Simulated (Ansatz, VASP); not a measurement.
Given: the input of a run of VASP 6.6.1 on Mg.

Contents of INCAR:

```
SYSTEM = Mg
ALGO = Normal
EDIFF = 1E-7
ENCUT = 520
GGA = PE
ISIF = 2
ISMEAR = 0
LASPH = .True.
LCHARG = .False.
LREAL = .False.
LWAVE = .False.
NELM = 60
PREC = Accurate
SIGMA = 0.022
```

The input KPOINTS:

```
k-points
0
Gamma
  10 10 5
  0 0 0
```

POSCAR

```
Mg
1.0
    3.2093000000      0.0000000000      0.0000000000
   -1.6046500000      2.7793353284      0.0000000000
    0.0000000000      0.0000000000      5.2103000000
Mg
2
Direct
    0.6666666667      0.3333333333      0.7500000000
    0.3333333333      0.6666666667      0.2500000000
```

Potentials or basis: VASP PAW PBE potentials, release 64 (Mg).

Run with:

```bash
$ cat potpaw_PBE.64/Mg/POTCAR > POTCAR
$ mpirun -np 1 vasp_std > vasp.out
```

Q: Set up the same calculation for Ansatz 0.2.0. Potentials there: Ansatz PAW.

A: As run (the cutoff follows the program's own potentials):

File input.yaml:

```yaml
crystal:
  lattice:
    - [3.2093, 0.0, 0.0]
    - [-1.60465, 2.7793353284, 0.0]
    - [0.0, 0.0, 5.2103]
  atoms:
    - { symbol: Mg, position: [0.6666666667, 0.3333333333, 0.75] }
    - { symbol: Mg, position: [0.3333333333, 0.6666666667, 0.25] }
hamiltonian:
  xc: pbe
  pseudopotentials: { kind: paw }
kpoints:
  mp_grid: { grid: [10, 10, 5] }
scf:
  occupations: { method: gaussian, width: 0.022 }
output:
  forces: true
  stress: true
  eigenvalues: true
```

Potentials or basis: Ansatz PAW.

Run with:

```sh
$ ansatz run input.yaml --threads 2 --pin off --max-ram 5632MiB --backend cpu --events-out ev --progress --plain --runs-dir out
```

Both were run:

|  | VASP | Ansatz | Ansatz less VASP |
| --- | --- | --- | --- |
| gap on the k mesh at the Fermi level (eV) | none | none | - |
| pressure (GPa) | -0.6 | -0.4 | +0.13 |
| largest component of the traceless stress (GPa) | 0.47 | 0.46 | -0.011 |

A gap of «none» marks a metal or a gap that the smearing closes. With one functional, cell and mesh, what is left measures potentials, basis and numerics. The two sets of potentials don't hold the same shells in valence.
